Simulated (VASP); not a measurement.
# CuI (Marshite) (F-43m) in VASP: further runs, part 2 of 3

VASP 6.6.1.

## (3) Relaxation of cell and atoms, r2SCAN

This run uses another cell than the first one, of 27.86 Å³/atom, 1.060 times its volume.

Input file INCAR:

```
SYSTEM = CuI
PREC = Accurate
ENCUT = 600
EDIFF = 1E-6
ISMEAR = 0
SIGMA = 0.03
LREAL = .FALSE.
LASPH = .TRUE.
NELM = 80
ALGO = Normal
ISIF = 3
LWAVE = .FALSE.
LCHARG = .FALSE.
METAGGA = R2SCAN
LMIXTAU = .TRUE.
IBRION = 2
NSW = 90
EDIFFG = -0.01
```

Input file KPOINTS:

```
Automatic mesh
0
G
  8 8 8
  0 0 0
```

Input file POSCAR:

```
CuI
1.0
    0.0000000000      3.0315000000      3.0315000000
    3.0315000000      0.0000000000      3.0315000000
    3.0315000000      3.0315000000      0.0000000000
Cu I
1 1
Direct
    0.2500000000      0.2500000000      0.2500000000
    0.0000000000      0.0000000000      0.0000000000
```

Potentials or basis: VASP PAW PBE potentials, release 64 (Cu, I).

Started as:

```bash
$ cat potpaw_PBE.64/Cu/POTCAR potpaw_PBE.64/I/POTCAR > POTCAR
$ mpirun -np 1 vasp_std > vasp.out
```

OUTCAR:

```text
SYSTEM = CuI
   PREC = Accurate
   ENCUT = 600
   EDIFF = 1E-6
   ISMEAR = 0
   LREAL = .FALSE.
   LASPH = .TRUE.
   NELM = 80
   ISIF = 3
   METAGGA = R2SCAN
   IBRION = 2
   NSW = 90
   EDIFFG = -0.01

 ion  position               nearest neighbor table
   1  0.250  0.250  0.250-   2 2.63   2 2.63   2 2.63   2 2.63
   2  0.000  0.000  0.000-   1 2.63   1 2.63   1 2.63   1 2.63

  LATTYP: Found a face centered cubic cell.
 ALAT       =     6.0630000000

  Lattice vectors:

 A1 = (   0.0000000000,   3.0315000000,   3.0315000000)
 A2 = (   3.0315000000,   0.0000000000,   3.0315000000)
 A3 = (   3.0315000000,   3.0315000000,   0.0000000000)

Analysis of symmetry for initial positions (statically):
=====================================================================
 Subroutine PRICEL returns:
 Original cell was already a primitive cell.

 Routine SETGRP: Setting up the symmetry group for a
 face centered cubic supercell.

 Subroutine GETGRP returns: Found 24 space group operations
 (whereof 24 operations were pure point group operations)
 out of a pool of 48 trial point group operations.

The static configuration has the point symmetry T_d .

Analysis of symmetry for dynamics (positions and initial velocities):
=====================================================================
 Subroutine PRICEL returns:
 Original cell was already a primitive cell.

 Routine SETGRP: Setting up the symmetry group for a
 face centered cubic supercell.

 Subroutine GETGRP returns: Found 24 space group operations
 (whereof 24 operations were pure point group operations)
 out of a pool of 48 trial point group operations.

The dynamic configuration has the point symmetry T_d .

 Subroutine INISYM returns: Found 24 space group operations
 (whereof 24 operations are pure point group operations),
 and found     1 'primitive' translations

----------------------------------------------------------------------------------------

                                     Primitive cell

  volume of cell :      55.7189

  direct lattice vectors                    reciprocal lattice vectors
     0.000000000  3.031500000  3.031500000    -0.164934851  0.164934851  0.164934851
     3.031500000  0.000000000  3.031500000     0.164934851 -0.164934851  0.164934851
     3.031500000  3.031500000  0.000000000     0.164934851  0.164934851 -0.164934851

  length of vectors
     4.287188414  4.287188414  4.287188414     0.285675541  0.285675541  0.285675541

  position of ions in fractional coordinates (direct lattice)
     0.250000000  0.250000000  0.250000000
     0.000000000  0.000000000  0.000000000

  ion indices of the primitive-cell ions
   primitive index   ion index
                 1           1
                 2           2

----------------------------------------------------------------------------------------

 KPOINTS: Automatic mesh

Automatic generation of k-mesh.
 Grid dimensions read from file:
 generate k-points for:    8    8    8

[... 104 lines left out ...]

 number of electron      18.0000006 magnetization

 Free energy of the ion-electron system (eV)
  ---------------------------------------------------
  ext. energy  EPLUGINS =         0.00000000
  ---------------------------------------------------
  free energy    TOTEN  =       -35.79409665 eV

  energy without entropy =      -35.79409665  energy(sigma->0) =      -35.79409665

------------------------ aborting loop because EDIFF is reached ----------------------------------------

  FORCE on cell =-STRESS in cart. coord.  units (eV):
  Direction    XX          YY          ZZ          XY          YZ          ZX
  --------------------------------------------------------------------------------------
  -------------------------------------------------------------------------------------
  Total       -0.2897671     -0.2897671     -0.2897671      0.0000000      0.0000000      0.0000000
  in kB       -8.3321475     -8.3321475     -8.3321475      0.0000000      0.0000000      0.0000000
  external PRESSURE =      -8.3321475 kB  Pullay stress =       0.0000000 kB

 VOLUME and BASIS-vectors are now :
 -----------------------------------------------------------------------------
  energy-cutoff  :      600.00
  volume of cell :       55.72
      direct lattice vectors                 reciprocal lattice vectors
     0.000000000  3.031500000  3.031500000    -0.164934851  0.164934851  0.164934851
     3.031500000  0.000000000  3.031500000     0.164934851 -0.164934851  0.164934851
     3.031500000  3.031500000  0.000000000     0.164934851  0.164934851 -0.164934851

 POSITION                                       TOTAL-FORCE (eV/Angst)
 -----------------------------------------------------------------------------------
      1.51575      1.51575      1.51575        -0.000000     -0.000000     -0.000000
      0.00000      0.00000      0.00000         0.000000      0.000000      0.000000
 -----------------------------------------------------------------------------------
    total drift:                               -0.000011     -0.000011     -0.000011

  FREE ENERGIE OF THE ION-ELECTRON SYSTEM (eV)
  ---------------------------------------------------
  free  energy   TOTEN  =       -35.7940966510 eV

  energy  without entropy=      -35.7940966510  energy(sigma->0) =      -35.79409665

--------------------------------------- Ionic step        2  -------------------------------------------

 number of electron      17.9999998 magnetization

 Free energy of the ion-electron system (eV)
  ---------------------------------------------------
  ext. energy  EPLUGINS =         0.00000000
  ---------------------------------------------------
  free energy    TOTEN  =       -35.79716963 eV

  energy without entropy =      -35.79716963  energy(sigma->0) =      -35.79716963

 E-fermi :   4.6534     XC(G=0):  -9.5537

 val. band max:        4.4889478382   @ k =   0.0000   0.0000   0.0000
 cond. band min:       6.1656780112   @ k =   0.0000   0.0000   0.0000
 fundamental gap:      1.6767301730
 Fermi energy:         4.6533804610

 k-point     1 :       0.0000    0.0000    0.0000
  band No.  band energies     occupation
      1     -10.1514      2.00000
      2       0.5918      2.00000
      3       0.5919      2.00000
      4       0.5919      2.00000
      5       2.5659      2.00000
      6       2.5659      2.00000
      7       4.4889      2.00000
      8       4.4889      2.00000
      9       4.4889      2.00000
     10       6.1657      0.00000
     11       9.7078      0.00000
     12       9.7078      0.00000
     13       9.7078      0.00000
[... 354 lines left out ...]
  band No.  band energies     occupation
      1      -9.4356      2.00000
      2      -1.1554      2.00000
      3       0.0218      2.00000
      4       0.5578      2.00000
      5       2.4895      2.00000
      6       2.5755      2.00000
      7       2.6929      2.00000
      8       3.1402      2.00000
      9       3.4382      2.00000
     10       8.4184      0.00000
     11       9.4028      0.00000
     12      11.1265      0.00000
     13      12.3376      0.00000

 [... further k-points ...]
[... 5 lines left out ...]
  --------------------------------------------------------------------------------------
  -------------------------------------------------------------------------------------
  Total       -0.0048047     -0.0048047     -0.0048047      0.0000000      0.0000000      0.0000000
  in kB       -0.1410955     -0.1410955     -0.1410955      0.0000000      0.0000000      0.0000000
  external PRESSURE =      -0.1410955 kB  Pullay stress =       0.0000000 kB

 VOLUME and BASIS-vectors are now :
 -----------------------------------------------------------------------------
  energy-cutoff  :      600.00
  volume of cell :       54.56
      direct lattice vectors                 reciprocal lattice vectors
     0.000000000  3.010311127  3.010311127    -0.166095788  0.166095788  0.166095788
     3.010311127 -0.000000000  3.010311127     0.166095788 -0.166095788  0.166095788
     3.010311127  3.010311127  0.000000000     0.166095788  0.166095788 -0.166095788

 POSITION                                       TOTAL-FORCE (eV/Angst)
 -----------------------------------------------------------------------------------
      1.50516      1.50516      1.50516         0.000000      0.000000      0.000000
      0.00000      0.00000      0.00000        -0.000000     -0.000000     -0.000000
 -----------------------------------------------------------------------------------
    total drift:                               -0.000009     -0.000009     -0.000009

  FREE ENERGIE OF THE ION-ELECTRON SYSTEM (eV)
  ---------------------------------------------------
  free  energy   TOTEN  =       -35.7971696316 eV

  energy  without entropy=      -35.7971696316  energy(sigma->0) =      -35.79716963

 reached required accuracy - stopping structural energy minimisation
```

OSZICAR:

```text
N       E                     dE             d eps       ncg     rms          rms(c)
DAV:   1     0.734913157641E+02    0.73491E+02   -0.86939E+03   759   0.170E+03
DAV:   2    -0.307957189754E+02   -0.10429E+03   -0.97471E+02   764   0.285E+02
DAV:   3    -0.388325991254E+02   -0.80369E+01   -0.78846E+01  1025   0.873E+01
DAV:   4    -0.390813869597E+02   -0.24879E+00   -0.24848E+00   794   0.134E+01
[... 20 lines left out ...]
DAV:   7    -0.357971005168E+02    0.56930E-04   -0.27806E-04   881   0.290E-01    0.189E-02
DAV:   8    -0.357971282635E+02   -0.27747E-04   -0.14633E-04   764   0.130E-01    0.108E-02
DAV:   9    -0.357971684896E+02   -0.40226E-04   -0.51815E-05   901   0.147E-01    0.340E-03
DAV:  10    -0.357971699190E+02   -0.14293E-05   -0.40215E-06   881   0.166E-02    0.671E-03
DAV:  11    -0.357971696316E+02    0.28736E-06   -0.10900E-07   427   0.542E-03
   2 F= -.35797170E+02 E0= -.35797170E+02  d E =-.307298E-02
```

It took 3 min on 1 thread of Intel Xeon Platinum 8488C (Sapphire Rapids), shared host; peak memory 0.23 GiB.

Results:

* Free energy: -35.7972 eV
* Relaxed volume: 27.28 Å³/atom
* Relaxed cell: a = 4.257 Å, b = 4.257 Å, c = 4.257 Å, α = 60.00°, β = 60.00°, γ = 60.00°
* Space group after relaxing (to 0.05 Å): F-43m (No. 216)
* Energy gained by relaxing: 1.5 meV/atom
* Ionic steps: 2
* Pressure after relaxing: 0.0 GPa
* Band gap on the k mesh: 1.68 eV, direct

Step by step:
| step | energy change (eV) | largest force (eV/Å) | pressure (GPa) | volume (Å³) |
| --- | --- | --- | --- | --- |
| 1 | 0.0000 | 0.0000 | -0.83 | 55.72 |
| 2 | -0.0031 | 0.0000 | -0.01 | 54.56 |

Final structure:
```xyz
2
Lattice="0.0000 3.0103 3.0103 3.0103 0.0000 3.0103 3.0103 3.0103 0.0000" Properties=species:S:1:pos:R:3 pbc="T T T"
Cu    1.5052    1.5052    1.5052
I     0.0000    0.0000    0.0000
```

Levels at points of the mesh, in eV from the valence-band top:
| k point | band 5 | band 6 | band 7 | band 8 | band 9 | band 10 | band 11 | band 12 | band 13 |
| --- | --- | --- | --- | --- | --- | --- | --- | --- | --- |
| (0.00, 0.00, 0.00) | -1.92 | -1.92 | 0.00 | 0.00 | 0.00 | 1.68 | 5.22 | 5.22 | 5.22 |
| (0.50, 0.00, 0.00) | -1.89 | -1.89 | -1.86 | -0.75 | -0.75 | 2.57 | 5.73 | 5.73 | 7.76 |
| (0.50, 0.50, 0.00) | -1.96 | -1.84 | -1.83 | -1.57 | -1.57 | 2.90 | 3.17 | 9.95 | 10.52 |

Caveat: the PAW data sets were made with another functional, which shifts forces and pressure a little; spin-orbit coupling is left out, which moves the levels of the heavy elements. r2SCAN opens gaps a little over a GGA but as a rule still falls short of measured ones.

(Continued in part 3 of 3.)
